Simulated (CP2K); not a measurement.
The system is In2O3.

```
In O
1.0
     5.78179    0.00000    0.00000
     3.17817    4.82994    0.00000
     3.17817    1.71322    4.51588
In O
4 6
Cartesian
  10.4061 5.6095 3.8715
  7.8010 4.2052 2.9023
  1.7320 0.9336 0.6444
  4.3371 2.3379 1.6136
  4.0977 4.3968 2.0412
  5.9254 2.2654 0.2168
  5.1495 1.5168 3.3869
  8.0404 2.1463 2.4747
  6.2127 4.2778 4.2991
  6.9886 5.0264 1.1290
```

Base run:

```yaml
Program: CP2K 2026.2
Functional: PBEsol
Potentials_or_basis: GTH_POTENTIALS In GTH-PBE-q13, O GTH-PBE-q6; DZVP-MOLOPT-SR-GTH basis
Density_cutoff: 8163 eV
k_mesh: 5 × 5 × 5
Occupations: fermi-dirac, width 0.05 eV
Spin: no spin polarisation
```

Its results: band gap on the k mesh 1.10 eV, indirect (least direct gap 1.15 eV); pressure 5.9 GPa; largest force 0.231 eV/Å.

**Question.** The run is repeated on the same cell with these changes: functional from PBEsol to PBE. What comes out?

**Answer.** Band gap on the k mesh 1.23 eV, indirect (least direct gap 1.29 eV); pressure 11.4 GPa; largest force 0.182 eV/Å.

PBE binds less tightly than PBEsol, so the same cell stands under more pressure.

Caveats: spin-orbit coupling is left out, which moves the levels of the heavy elements; the basis of atomic orbitals isn't converged, which shifts pressures, moduli and gaps; the potentials were made for another functional, which shifts forces and pressure (some runs).
